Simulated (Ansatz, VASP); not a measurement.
# W in VASP and in Ansatz

File INCAR:

```
  PREC = Accurate
  ENCUT = 520
  EDIFF = 1E-6
  ISMEAR = -1
  SIGMA = 0.05
  LREAL = False
  LASPH = True
  NELM = 100
  ALGO = Normal
  ISIF = 2
  LWAVE = False
  LCHARG = False
  GGA = PS
  NBANDS = 13
```

File KPOINTS:

```
Automatic mesh
0
Gamma
  10 10 10
```

POSCAR

```
W
1.0
   -1.5823450000      1.5823450000      1.5823450000
    1.5823450000     -1.5823450000      1.5823450000
    1.5823450000      1.5823450000     -1.5823450000
W
1
Direct
    0.0000000000      0.0000000000      0.0000000000
```

input.yaml

```yaml
crystal:
  lattice:
    - [-1.582345, 1.582345, 1.582345]
    - [1.582345, -1.582345, 1.582345]
    - [1.582345, 1.582345, -1.582345]
  atoms:
    - { symbol: W, position: [0.0, 0.0, 0.0] }
hamiltonian:
  xc: pbesol
  pseudopotentials: { kind: paw }
kpoints:
  mp_grid: { grid: [10, 10, 10] }
  band_path:
    path:
      - [[0.0, 0.0, 0.0], [0.5, -0.5, 0.5], [0.0, 0.0, 0.5], [0.0, 0.0, 0.0], [0.25, 0.25, 0.25], [0.5, -0.5, 0.5]]
      - [[0.25, 0.25, 0.25], [0.0, 0.0, 0.5]]
    npoints: 14
scf:
  occupations: { method: fermi_dirac, width: 0.05 }
  n_extra_bands: 6
output:
  forces: true
  stress: true
  eigenvalues: true
  fatbands: false
```

Alike in both runs: functional PBEsol; k mesh 10 × 10 × 10; occupations fermi-dirac, width 0.05 eV; no spin polarisation.

|  | VASP | Ansatz |
| --- | --- | --- |
| version | VASP 6.6.1 | Ansatz 0.2.0 |
| potentials or method | VASP PAW PBE potentials, release 64 (W_sv) | Ansatz PAW |
| plane-wave cutoff (eV) | 520 | 420 |
| valence electrons in the cell | 14 | 14 |
| task | single point | band structure |

VASP gave:

```
gap on the k mesh at the Fermi level (eV) : none
pressure (GPa)                            : -2.3
```

**Question.** Estimate Ansatz's values.

**Answer.** gap on the k mesh at the Fermi level (eV): none; pressure (GPa): -2.9.

A gap of «none» marks a metal or a gap that the smearing closes.

Caveats: the PAW data sets were made with another functional, which shifts forces and pressure a little (VASP); spin-orbit coupling is left out, which moves the levels of the heavy elements (Ansatz); the PAW data sets come from PBE, with cores solved anew for the run's functional, which leaves a small shift of forces and pressure (Ansatz). Spin-orbit coupling is left out, which matters for the levels of W.
